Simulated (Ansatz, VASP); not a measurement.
# Two plane-wave programs on BaS

File POSCAR:

```
BaS
1.0
    0.0000000000      3.4898487120      3.4898487120
    3.4898487120      0.0000000000      3.4898487120
    3.4898487120      3.4898487120      0.0000000000
Ba S
1 1
Direct
    0.0000000000      0.0000000000      0.0000000000
    0.2500000000      0.2500000000      0.2500000000
```

The input INCAR.step1:

```
SYSTEM = BaS
ALGO = Normal
EDIFF = 1E-4
ENCUT = 520
GGA = PE
ISMEAR = 0
LASPH = .TRUE.
LCHARG = .FALSE.
LREAL = .FALSE.
LWAVE = .TRUE.
NBANDS = 15
NELM = 100
PREC = Accurate
SIGMA = 0.01
```

Contents of INCAR.step2:

```
SYSTEM = BaS
ALGO = Normal
EDIFF = 1E-6
ENCUT = 520
ISIF = 2
ISMEAR = 0
ISTART = 1
LASPH = .TRUE.
LCHARG = .TRUE.
LELF = .TRUE.
LMIXTAU = .TRUE.
LREAL = .FALSE.
LVHAR = .TRUE.
LWAVE = .FALSE.
METAGGA = R2SCAN
NBANDS = 15
NELM = 100
PREC = Accurate
SIGMA = 0.01
```

KPOINTS

```
k-points
0
G
  6 6 6
  0 0 0
```

Input for Ansatz:

```yaml
crystal:
  lattice:
    - [0.0, 3.489848712, 3.489848712]
    - [3.489848712, 0.0, 3.489848712]
    - [3.489848712, 3.489848712, 0.0]
  atoms:
    - { symbol: Ba, position: [0.0, 0.0, 0.0] }
    - { symbol: S, position: [0.25, 0.25, 0.25] }
kpoints:
  mp_grid: { grid: [6, 6, 6] }
  band_path:
    path:
      - [0.0, 0.0, 0.0]
      - [-0.5, -0.5, 0.0]
      - [-0.375, -0.375, 0.25]
      - [-0.375, 0.0, 0.375]
      - [0.0, 0.0, 0.5]
      - [-0.5, -0.25, 0.25]
    npoints: 1
hamiltonian:
  xc: r2scan
scf:
  occupations: { method: fixed }
  n_extra_bands: 4
output:
  forces: true
  stress: true
  eigenvalues: true
```

Change from the starting cell: hydrostatic strain -0.8%.

Alike in both runs: task single point; functional r2SCAN; k mesh 6 × 6 × 6; no spin polarisation.

```csv
,VASP,Ansatz
version,VASP 6.6.1,Ansatz 0.2.0
potentials or method,"VASP PAW PBE potentials, release 64 (Ba_sv, S)","plane waves, PAW"
plane-wave cutoff (eV),520,500
occupations,"gaussian, width 0.01 eV",fixed
valence electrons in the cell,16,16
```

VASP gave:

```
gap on the k mesh at the Fermi level (eV) : 3.12
pressure (GPa)                            : 1.2
```

Problem. Which values does Ansatz return?

Solution. gap on the k mesh at the Fermi level (eV): 3.10; pressure (GPa): 0.8.

Caveats: the PAW data sets were made with another functional, which shifts forces and pressure a little (VASP); spin-orbit coupling is left out, which moves the levels of the heavy elements. A k mesh can miss the band edges.
